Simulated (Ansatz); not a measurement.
**In: band structure with PBEsol**

The system is In.

```
In
1.0
    -1.62547    1.62547    2.47370
     1.62547   -1.62547    2.47370
     1.62547    1.62547   -2.47370
In
1
Direct
  0.00000 0.00000 0.00000
```

```yaml
Program: Ansatz 0.2.0
Task: band structure
Functional: PBEsol
Potentials_or_basis: all-electron LAPW, scalar-relativistic
Cutoff: 179 eV (chosen from the basis error)
Basis_error_allowed: 0.001 eV/atom
k_mesh: 11 × 11 × 11
Occupations: fermi-dirac, width 0.05 eV
Spin: no spin polarisation
```

| Quantity | Value |
| --- | --- |
| Pressure | -0.9 GPa |
| Band gap along the path | none (metal or under the smearing width) |

Stress tensor (GPa, compression positive):
```
-0.78  0.00  0.00
 0.00 -0.78  0.00
 0.00  0.00 -1.20
```

Levels at the corners of the path, in eV from the Fermi level:
| point | band 8 | band 9 | band 10 | band 11 | band 12 | band 13 | band 14 | band 15 |
| --- | --- | --- | --- | --- | --- | --- | --- | --- |
| Γ | -14.45 | -14.35 | -9.59 | 10.50 | 10.50 | 10.68 | 11.55 | 13.93 |
| X | -14.24 | -14.16 | -1.99 | -1.69 | 3.49 | 3.92 | 6.99 | 7.33 |
| Y | -14.35 | -14.23 | -1.70 | -0.28 | 0.10 | 1.29 | 12.95 | 13.05 |
| S | -14.34 | -14.27 | -2.55 | -1.24 | -0.55 | 6.12 | 8.93 | 15.80 |
| Γ | -14.45 | -14.35 | -9.59 | 10.50 | 10.50 | 10.68 | 11.55 | 13.93 |
| Z | -14.21 | -14.21 | -2.96 | -2.71 | 4.69 | 4.69 | 8.16 | 8.18 |
| S1 | -14.34 | -14.27 | -2.55 | -1.24 | -0.55 | 6.12 | 8.93 | 15.80 |
| N | -14.26 | -14.22 | -4.34 | -3.41 | 7.50 | 9.12 | 11.07 | 11.40 |

Wall time 12 s on 1 thread of Arm Neoverse V1, on a shared host, peak memory 0.29 GiB.

Caveat: spin-orbit coupling is left out, which moves the levels of the heavy elements.
